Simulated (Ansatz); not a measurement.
# In: a tetragonal deformation path

The task here is to estimate one member of a computed series from the others.

Computed with Ansatz 0.2.0 (DFT PBEsol, scalar-relativistic, plane waves, PAW, unless a step's input says otherwise).

## The system as given

The structure is tetragonal, space group I4/mmm (No. 139). Conventional cell: a = 3.252 Å, b = 3.252 Å, c = 4.948 Å, α = 90.00°, β = 90.00°, γ = 90.00°. In (site symmetry 4/mmm) has 12 In at 3.25 to 3.38 Å in its first shell of neighbours.

Structure file:

```
CELL_PARAMETERS angstrom
-1.62615 1.62615 2.47395
1.62615 -1.62615 2.47395
1.62615 1.62615 -2.47395
ATOMIC_POSITIONS crystal
In 0.00000 0.00000 0.00000
```

The cell is taken as given, not relaxed at this level.

## The reference cell

The reference gives a free energy of -5525.4090 eV, pressure -0.98 GPa, largest force 0.000 eV/Å and gap on the mesh none (metal). It was computed beforehand with the settings of the runs below.

Set-up of the first run:

At fixed volume and fractional coordinates, lengths along (0.000, 0.000, 1.000) are scaled against those across it; ρ is that ratio over its starting value.

Contents of input.yaml:

```yaml
crystal:
  lattice:
    - [-1.7166732042, 1.7166732042, 2.2199176722]
    - [1.7166732042, -1.7166732042, 2.2199176722]
    - [1.7166732042, 1.7166732042, -2.2199176722]
  atoms:
    - { symbol: In, position: [0.0, 0.0, 0.0] }
basis:
  ecutwfc: 420
kpoints:
  mp_grid: { grid: [22, 22, 22] }
hamiltonian:
  xc: pbesol
scf:
  occupations: { method: gaussian, width: 0.15 }
output:
  forces: true
  stress: true
  eigenvalues: true
```

The run is started by

```sh
> ansatz run input.yaml --threads 1 --pin off --max-ram 2560MiB --backend cpu --events-out ev --progress --plain --runs-dir out
```

Steps of the session up to this table: At ρ = 0.850; Point ρ = 1.200; ρ = 0.920; Point ρ = 1.100; ρ = 0.960; At ρ = 1.050; At ρ = 0.800; At ρ = 1.300.

One of the session's tables, all rows but one given; the rest of the session is left out.

The scan, with free energies counted from the undisturbed cell:

```
    ρ  ΔE (meV/atom)  pressure (GPa)
0.800            6.1            -1.0
0.850            1.5            -1.0
0.920            1.5            -1.0
0.960            0.7            -1.0
1.000            0.0            -1.0
1.050            1.3            -1.0
1.100            5.4            -0.9
1.200              ?               ?
1.300           62.9             0.5
```

Q: Estimate the row for ρ = 1.200 from the others.

Worked estimate for «ΔE (meV/atom)». A straight line through the neighbours (1.100, 5.4) and (1.300, 62.9) gives 5.4 + (62.9 − 5.4) × (1.200 − 1.100) / (1.300 − 1.100) = 34.1; a parabola fitted to 3 rows on both sides gives 25.9.

As computed: ΔE (meV/atom): 25.3; pressure (GPa): -0.4. In «ΔE (meV/atom)» the line misses by +8.8 and the parabola by +0.6.
